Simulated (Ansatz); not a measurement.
C:

```
C
1.0
     0.00000    1.78337    1.78337
     1.78337    0.00000    1.78337
     1.78337    1.78337    0.00000
C
2
Direct
  0.75000 0.75000 0.75000
  0.50000 0.50000 0.50000
```

This isn't the form of C at room conditions, which is graphite.

```yaml
Program: Ansatz 0.2.0
Task: relaxation of cell and atoms
Functional: HSE06
Potentials_or_basis: Ansatz PAW
Cutoff: "420 eV (not typed: the program's choice for these potentials)"
k_mesh: 7 × 7 × 7
Occupations: fermi-dirac, width 0.05 eV
Spin: no spin polarisation
```

At the start: volume 5.67 Å³/atom.

Where does the relaxation end?

It ends after 7 steps and the volume is 5.57 Å³/atom (-1.8 %); space group Fd-3m (No. 227, to 0.05 Å).

The path:
| step | energy change (eV) | largest force (eV/Å) | volume (Å³) |
| --- | --- | --- | --- |
| 1 | 0.0000 | 0.0000 | 11.34 |
| 2 | -0.0051 | 0.0000 | 11.22 |
| 3 | -0.0061 | 0.0000 | 11.14 |
| 4 | -0.0061 | 0.0000 | 11.15 |
| 5 | -0.0053 | 0.0000 | 11.15 |
| 6 | -0.0053 | 0.0000 | 11.14 |
| 7 | -0.0051 | 0.0000 | 11.14 |

Final structure:
```
C
1.0
     0.00000    1.77273    1.77273
     1.77273    0.00000    1.77273
     1.77273    1.77273    0.00000
C
2
Cartesian
  2.6591 2.6591 2.6591
  1.7727 1.7727 1.7727
```

Caveat: the k mesh is coarse (spacing up to 0.44 Å⁻¹), so the values aren't converged, least of all with exact exchange; the plane-wave basis is chosen anew once the cell has moved, so the energies of steps on either side of that aren't comparable; the pressure holds a Pulay correction of +0.8 GPa for the finite cutoff; the PAW data sets come from PBE, with cores solved anew for the run's functional, which leaves a small shift of forces and pressure.
